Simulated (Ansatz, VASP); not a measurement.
**FeO (Wuestite) in VASP and in Ansatz**

File INCAR:

```
SYSTEM = FeO
PREC = Accurate
ENCUT = 520
EDIFF = 1E-6
ISMEAR = 0
SIGMA = 0.05
LREAL = .FALSE.
LASPH = .TRUE.
NELM = 60
ALGO = Normal
ISIF = 2
LWAVE = .FALSE.
LCHARG = .FALSE.
GGA = PE
NBANDS = 14
```

File KPOINTS:

```
Automatic mesh
0
G
  14 14 14
  0 0 0
```

POSCAR

```
FeO
1.0
    0.0000000000      2.0721091853      2.0721091853
    2.0721091853      0.0000000000      2.0721091853
    2.0721091853      2.0721091853      0.0000000000
Fe O
1 1
Direct
    0.0000000000      0.0000000000      0.0000000000
    0.5000000000      0.5000000000      0.5000000000
```

Input for Ansatz:

```yaml
crystal:
  lattice:
    - [0.0, 2.0721091853, 2.0721091853]
    - [2.0721091853, 0.0, 2.0721091853]
    - [2.0721091853, 2.0721091853, 0.0]
  atoms:
    - { symbol: Fe, position: [0.0, 0.0, 0.0] }
    - { symbol: O, position: [0.5, 0.5, 0.5] }
basis:
  ecutwfc: 420
  ecutrho_ratio: 4
kpoints:
  mp_grid: { grid: [14, 14, 14] }
hamiltonian:
  xc: pbe
scf:
  occupations: { method: gaussian, width: 0.05 }
output:
  forces: true
  stress: true
  eigenvalues: true
```

Alike in both runs: task single point; functional PBE; k mesh 14 × 14 × 14; occupations gaussian, width 0.05 eV; no spin polarisation.

```csv
,VASP,Ansatz
version,VASP 6.6.1,Ansatz 0.2.0
potentials or method,"VASP PAW PBE potentials, release 64 (Fe, O)","scalar-relativistic, plane waves, PAW"
plane-wave cutoff (eV),520,420
valence electrons in the cell,14,22
```

```csv
,VASP,Ansatz,Ansatz less VASP
gap on the k mesh at the Fermi level (eV),none,none,-
pressure (GPa),-7.7,-8.6,-0.85
```

A gap of «none» marks a metal or a gap that the smearing closes. The two sets of potentials don't hold the same shells in valence.

Caveats: the run has no spin polarisation, though such a crystal can be magnetic; semilocal functionals often make such compounds metallic where correlation or magnetic order opens a gap, which also shifts bond lengths. Spin polarisation is off, so any magnetic state and its effect on volume and gap are missing.
